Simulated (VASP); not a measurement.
# Ag (P6_3/mmc) in VASP: further runs

Runs on Ag. Level: PBEsol. Tasks: equation of state.

Program: VASP 6.6.1. These are calculated values, not measurements. Logs are shortened: lines on timing, memory, paths and dates and some standing lists are left out, and cuts for length are marked.

## Step 1: The structure

The structure is hexagonal, space group P6_3/mmc (No. 194). The conventional cell has a = 2.883 Å, b = 2.883 Å, c = 4.644 Å, α = 90.00°, β = 90.00°, γ = 120.00°. Around Ag (site symmetry -6m2) lie 12 Ag at 2.86 to 2.88 Å.

This isn't the form of Ag at room conditions, which is fcc.

## Step 2: Equation of state, PBEsol, 16.04 Å³/atom (a relaxed cell with its volume scaled by 0.96)

INCAR reads:

```
ALGO = Normal
EDIFF = 1E-6
ENCUT = 520
GGA = PS
ISIF = 2
ISMEAR = -1
LASPH = True
LCHARG = False
LREAL = False
LWAVE = False
NELM = 80
PREC = Accurate
SIGMA = 0.05
```

KPOINTS reads:

```
k-points
0
Gamma
  8 8 6
```

POSCAR reads:

```
Ag                                      
1.0
    2.8438184189      0.0000000000      0.0000000000
   -1.4219092095      2.4628189946     -0.0000000000
    0.0000000000      0.0000000000      4.5813153156
  Ag            
     2
Direct
     0.6666666667000030    0.3333333332999970    0.7500000000000000
     0.3333333332999970    0.6666666667000030    0.2500000000000000
```

Potentials or basis: VASP PAW PBE potentials, release 64 (Ag).

On the command line:

```console
cat potpaw_PBE.64/Ag/POTCAR > POTCAR
mpirun -np 1 vasp_std > vasp.out
```

OUTCAR:

```text
EDIFF = 1E-6
   ENCUT = 520
   GGA = PS
   ISIF = 2
   ISMEAR = -1
   LASPH = True
   LREAL = False
   NELM = 80
   PREC = Accurate

 ion  position               nearest neighbor table
   1  0.667  0.333  0.750-   2 2.82   2 2.82   2 2.82   2 2.82   2 2.82   2 2.82
   2  0.333  0.667  0.250-   1 2.82   1 2.82   1 2.82   1 2.82   1 2.82   1 2.82

  LATTYP: Found a hexagonal cell.
 ALAT       =     2.8438184189
 C/A-ratio  =     1.6109732201

  Lattice vectors:

 A1 = (   2.8438184189,   0.0000000000,   0.0000000000)
 A2 = (  -1.4219092095,   2.4628189946,   0.0000000000)
 A3 = (   0.0000000000,   0.0000000000,   4.5813153156)

Analysis of symmetry for initial positions (statically):
=====================================================================
 Subroutine PRICEL returns:
 Original cell was already a primitive cell.

 Routine SETGRP: Setting up the symmetry group for a
 hexagonal supercell.

 Subroutine GETGRP returns: Found 24 space group operations
 (whereof 12 operations were pure point group operations)
 out of a pool of 24 trial point group operations.

The static configuration has the point symmetry D_3d.
 The point group associated with its full space group is D_6h.

Analysis of symmetry for dynamics (positions and initial velocities):
=====================================================================
 Subroutine PRICEL returns:
 Original cell was already a primitive cell.

 Routine SETGRP: Setting up the symmetry group for a
 hexagonal supercell.

 Subroutine GETGRP returns: Found 24 space group operations
 (whereof 12 operations were pure point group operations)
 out of a pool of 24 trial point group operations.

The dynamic configuration has the point symmetry D_3d.
 The point group associated with its full space group is D_6h.

 Subroutine INISYM returns: Found 24 space group operations
 (whereof 12 operations are pure point group operations),
 and found     1 'primitive' translations

----------------------------------------------------------------------------------------

                                     Primitive cell

  volume of cell :      32.0867

  direct lattice vectors                    reciprocal lattice vectors
     2.843818419  0.000000000  0.000000000     0.351639891  0.203019386  0.000000000
    -1.421909210  2.462818995  0.000000000     0.000000000  0.406038772  0.000000000
     0.000000000  0.000000000  4.581315316     0.000000000  0.000000000  0.218277925

  length of vectors
     2.843818419  2.843818419  4.581315316     0.406038772  0.406038772  0.218277925
[... 93 lines left out ...]
   NUPDOWN=      -1.0000    fix difference up-down
   EMIN   =  10.00;   EMAX   =-10.00  energy-range for DOS
   EFERMI =   0.00;   METHOD = LEGACY
   ISMEAR =    -1;   SIGMA  =   0.05  broadening in eV -4-tet -1-fermi 0-gaus
   EFERMI_NEDOS =   21; number of points for ismear=-14 and -15
   IALGO  =     38    algorithm
   IMIX   =      4    mixing-type and parameters
     AMIX     =   0.40;   BMIX     =  1.00
     AMIX_MAG =   1.60;   BMIX_MAG =  1.00
  volume/ion in A,a.u.               =      16.04       108.27
  Fermi-wavevector in a.u.,A,eV,Ry     =   1.443580  2.727971 28.353499  2.083923
  Thomas-Fermi vector in A             =   2.561972
   LORBIT       =      0    0 simple, 1 ext, 2 COOP (PROOUT), +10 PAW based schemes
   GGA     = PS    functional components
   LHFCALC =     F    Hartree Fock is set to
   AEXX    =    0.0000 exact exchange contribution
   IVDW    =     0    specifies the selected vdW correction
   LEPSILON=     F    determine dielectric tensor
   LRPA    =     F    only Hartree local field effects (RPA)
 non-spin polarized calculation
  energy-cutoff  :      520.00
  volume of cell :       32.09
 maximum number of plane-waves:       882
 NGX is ok and might be reduce to    24
   NGX = 11   NGY = 11   NGZ = 17

 number of electron      21.9999996 magnetization

 Free energy of the ion-electron system (eV)
  ---------------------------------------------------
  ext. energy  EPLUGINS =         0.00000000
  ---------------------------------------------------
  free energy    TOTEN  =        -6.56054887 eV

  energy without entropy =       -6.55224872  energy(sigma->0) =       -6.55639880

 E-fermi :   9.0976     XC(G=0): -12.7776

 val. band max:        9.0890132418   @ k =   0.5000   0.0000   0.1667
 cond. band min:       9.1146066291   @ k =   0.3750   0.1250   0.3333
 fundamental gap:      0.0255933873
 Fermi energy:         9.0975688708

 k-point     1 :       0.0000    0.0000    0.0000
  band No.  band energies     occupation
      1       0.8138      2.00000
      2       2.3226      2.00000
      3       4.1649      2.00000
      4       4.2094      2.00000
      5       4.2094      2.00000
      6       4.4941      2.00000
      7       4.4941      2.00000
      8       4.8142      2.00000
      9       4.8142      2.00000
     10       6.0069      2.00000
     11       6.0069      2.00000
     12       8.5840      1.99993
     13      13.2249      0.00000
     14      24.7749      0.00000
[... 401 lines left out ...]
      2       2.7823      2.00000
      3       3.2765      2.00000
      4       3.5261      2.00000
      5       4.5421      2.00000
      6       4.9562      2.00000
      7       5.4634      2.00000
      8       5.9044      2.00000
      9       5.9720      2.00000
     10       6.0910      2.00000
     11       7.0067      2.00000
     12       9.9572      0.00000
     13      15.4471      0.00000
     14      17.5092      0.00000
     15      20.8611      0.00000

 [... further k-points ...]

------------------------ aborting loop because EDIFF is reached ----------------------------------------

  FORCE on cell =-STRESS in cart. coord.  units (eV):
  Direction    XX          YY          ZZ          XY          YZ          ZX
  --------------------------------------------------------------------------------------
  -------------------------------------------------------------------------------------
  Total        1.0359032      1.0359032      1.0983183     -0.0000000     -0.0000000      0.0000000
  in kB       51.7255594     51.7255594     54.8421214     -0.0000000     -0.0000000      0.0000000
  external PRESSURE =      52.7644134 kB  Pullay stress =       0.0000000 kB

 VOLUME and BASIS-vectors are now :
 -----------------------------------------------------------------------------
  energy-cutoff  :      520.00
  volume of cell :       32.09
      direct lattice vectors                 reciprocal lattice vectors
     2.843818419  0.000000000  0.000000000     0.351639891  0.203019386  0.000000000
    -1.421909210  2.462818995  0.000000000     0.000000000  0.406038772  0.000000000
     0.000000000  0.000000000  4.581315316     0.000000000  0.000000000  0.218277925

 POSITION                                       TOTAL-FORCE (eV/Angst)
 -----------------------------------------------------------------------------------
      1.42191      0.82094      3.43599         0.000000      0.000000      0.000000
     -0.00000      1.64188      1.14533        -0.000000      0.000000      0.000000
 -----------------------------------------------------------------------------------
    total drift:                                0.000000     -0.000000      0.000000

  FREE ENERGIE OF THE ION-ELECTRON SYSTEM (eV)
  ---------------------------------------------------
  free  energy   TOTEN  =        -6.5605488747 eV

  energy  without entropy=       -6.5522487176  energy(sigma->0) =       -6.55639880
```

It took 14 s on 1 thread of Intel Xeon Platinum 8488C (Sapphire Rapids), shared host; peak memory 0.15 GiB.

Results:

```yaml
Free_energy: -6.5605 eV
Pressure: 5.3 GPa
Band_gap_on_the_k_mesh: none (metal or under the smearing width)
```

Caveat: the PAW data sets were made with another functional, which shifts forces and pressure a little.

## Step 3: Equation of state, PBEsol, 16.38 Å³/atom (a relaxed cell with its volume scaled by 0.98)

INCAR is that of step 2.

KPOINTS is that of step 2.

POSCAR reads:

```
Ag                                      
1.0
    2.8634315795      0.0000000000      0.0000000000
   -1.4317157898      2.4798044899     -0.0000000000
    0.0000000000      0.0000000000      4.6129115921
  Ag            
     2
Direct
     0.6666666667000030    0.3333333332999970    0.7500000000000000
     0.3333333332999970    0.6666666667000030    0.2500000000000000
```

Potentials or basis: VASP PAW PBE potentials, release 64 (Ag).

On the command line:

```console
cat potpaw_PBE.64/Ag/POTCAR > POTCAR
mpirun -np 1 vasp_std > vasp.out
```

Run time: 13 s. Hardware: 1 thread of Intel Xeon Platinum 8488C (Sapphire Rapids), shared host; peak memory 0.15 GiB.

Results (log left out):

* Free energy: -6.5770 eV
* Pressure: 2.5 GPa
* Band gap on the k mesh: none (metal or under the smearing width)

Caveat: the PAW data sets were made with another functional, which shifts forces and pressure a little.

## Step 4: Equation of state, PBEsol, 16.71 Å³/atom

INCAR is that of step 3.

KPOINTS is that of step 3.

POSCAR reads:

```
Ag                                      
1.0
    2.8827796771      0.0000000000      0.0000000000
   -1.4413898386      2.4965604339     -0.0000000000
    0.0000000000      0.0000000000      4.6440808592
  Ag            
     2
Direct
     0.6666666667000030    0.3333333332999970    0.7500000000000000
     0.3333333332999970    0.6666666667000030    0.2500000000000000
```

On the command line:

```console
cat potpaw_PBE.64/Ag/POTCAR > POTCAR
mpirun -np 1 vasp_std > vasp.out
```

Wall time 13 s (1 thread of Intel Xeon Platinum 8488C (Sapphire Rapids), shared host); peak memory 0.15 GiB.

The run converged. Its results:

* Free energy: -6.5824 eV
* Pressure: 0.0 GPa
* Band gap on the k mesh: none (metal or under the smearing width)

Caveat: the PAW data sets were made with another functional, which shifts forces and pressure a little.

## Step 5: Equation of state, PBEsol, 17.05 Å³/atom (a relaxed cell with its volume scaled by 1.02)

INCAR is that of step 4.

KPOINTS is that of step 4.

POSCAR reads:

```
Ag                                      
1.0
    2.9018714897      0.0000000000      0.0000000000
   -1.4509357448      2.5130944286     -0.0000000000
    0.0000000000      0.0000000000      4.6748372579
  Ag            
     2
Direct
     0.6666666667000030    0.3333333332999970    0.7500000000000000
     0.3333333332999970    0.6666666667000030    0.2500000000000000
```

On the command line:

```console
cat potpaw_PBE.64/Ag/POTCAR > POTCAR
mpirun -np 1 vasp_std > vasp.out
```

Run time: 13 s. Hardware: 1 thread of Intel Xeon Platinum 8488C (Sapphire Rapids), shared host; peak memory 0.15 GiB.

The run converged. Its results:

```
Free energy            : -6.5781 eV
Pressure               : -2.2 GPa
Band gap on the k mesh : none (metal or under the smearing width)
```

Caveat: the PAW data sets were made with another functional, which shifts forces and pressure a little.

## Step 6: Equation of state, PBEsol, 17.38 Å³/atom (a relaxed cell with its volume scaled by 1.04)

INCAR is that of step 5.

KPOINTS is that of step 5.

POSCAR reads:

```
Ag                                      
1.0
    2.9207153390      0.0000000000      0.0000000000
   -1.4603576695      2.5294136808     -0.0000000000
    0.0000000000      0.0000000000      4.7051941946
  Ag            
     2
Direct
     0.6666666667000030    0.3333333332999970    0.7500000000000000
     0.3333333332999970    0.6666666667000030    0.2500000000000000
```

Potentials or basis: VASP PAW PBE potentials, release 64 (Ag).

On the command line:

```console
cat potpaw_PBE.64/Ag/POTCAR > POTCAR
mpirun -np 1 vasp_std > vasp.out
```

Run time: 15 s. Hardware: 1 thread of Intel Xeon Platinum 8488C (Sapphire Rapids), shared host; peak memory 0.15 GiB.

Results (log left out):

```yaml
Free_energy: -6.5653 eV
Pressure: -4.1 GPa
Band_gap_on_the_k_mesh: none (metal or under the smearing width)
```

Caveat: the PAW data sets were made with another functional, which shifts forces and pressure a little.

## Step 7: Equation of state, PBEsol

Potentials or basis: VASP PAW PBE potentials, release 64 (Ag).

This step only gathers the single runs of the series.

Results:

- Equilibrium volume: 16.72 Å³/atom
- Bulk modulus at fixed shape and positions: 116 GPa
- Pressure derivative of the bulk modulus: 5.5 (rough: it moves with the points fitted)

Energy against volume, from the lowest point:
| volume (Å³/atom) | energy (meV/atom) |
| --- | --- |
| 16.043 | 10.93 |
| 16.378 | 2.70 |
| 16.712 | 0.00 |
| 17.046 | 2.14 |
| 17.380 | 8.53 |

Caveat: the cell was scaled at fixed shape and fractional positions, which overstates the stiffness of a crystal with free parameters, most of all of layers and chains; the PAW data sets were made with another functional, which shifts forces and pressure a little.
